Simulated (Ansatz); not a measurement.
# CHF₃ (singlet): the correlation ladder, cc-pVTZ

An exercise on one series of results from a longer session: the logs are not shown, and one member is left open.

Method: cc-pVTZ, core rule «outside noble gas», up to 4 orbitals frozen; program: Ansatz 0.2.0, Gaussian basis.

The runs, in order: UHF; CCSD(T) on RHF; CCSDT(Q) on RHF.

2 further runs of the same task are left out: 2 set aside as unsound or not needed.

## What is computed

The geometry is an MP2(full)/6-31G* stationary point (not a proven minimum).

5 atoms, charge 0, spin multiplicity 1.

Atoms are counted from 1 here; the program's logs count them from 0.

Bond lengths: C1–H2 1.088 Å, C1–F3 1.343 Å, C1–F4 1.343 Å, C1–F5 1.343 Å. Angles: H2–C1–F3 110.5°, H2–C1–F4 110.5°, H2–C1–F5 110.5°, F3–C1–F4 108.5°, F3–C1–F5 108.5°, F4–C1–F5 108.5°.

The first run:

in.yaml

```yaml
crystal:
  periodic: [false, false, false]
  atoms:
    - {symbol: C, position_ang: [0.000000, 0.000000, 0.366733]}
    - {symbol: H, position_ang: [0.000000, 0.000000, 1.455195]}
    - {symbol: F, position_ang: [0.000000, 1.258200, -0.103017]}
    - {symbol: F, position_ang: [1.089633, -0.629100, -0.103017]}
    - {symbol: F, position_ang: [-1.089633, -0.629100, -0.103017]}
basis:
  gaussian: {orbitals: cc-pVTZ}
magnetization: {spin_polarized: true, initial_magnetization: 0}
hamiltonian: {xc: hf}
output: {orbitals: {seedname: orbitals}}
```

Started as:

```console
$ ansatz run in.yaml --threads 1 --pin off --events-out ev --progress --plain --max-ram 2880MiB --backend cpu
```

Steps of the session up to this table: UHF; CCSD(T) on RHF; CCSDT(Q) on RHF.

One of the session's tables, all rows but one given; the rest of the session is left out.

```
   method  from RCCSDT(Q) (kJ/mol)
      RHF                  +2489.6
     RMP2                    +90.0
    RCCSD                    +78.1
 RCCSD(T)                     +3.1
   RCCSDT                        ?
RCCSDT(Q)                        0
```

**Question.** Estimate the row for RCCSDT.

As computed: from RCCSDT(Q) (kJ/mol): +2.8. In the column «from RCCSDT(Q) (kJ/mol)» it lies between RCCSDT(Q) (0) and RCCSD(T) (+3.1).

With the free atoms at the same levels and basis (separate runs), the atomisation energy is 19.323 eV at RCCSDT(Q), 19.324 eV at RCCSD(T), 13.518 eV at RHF.
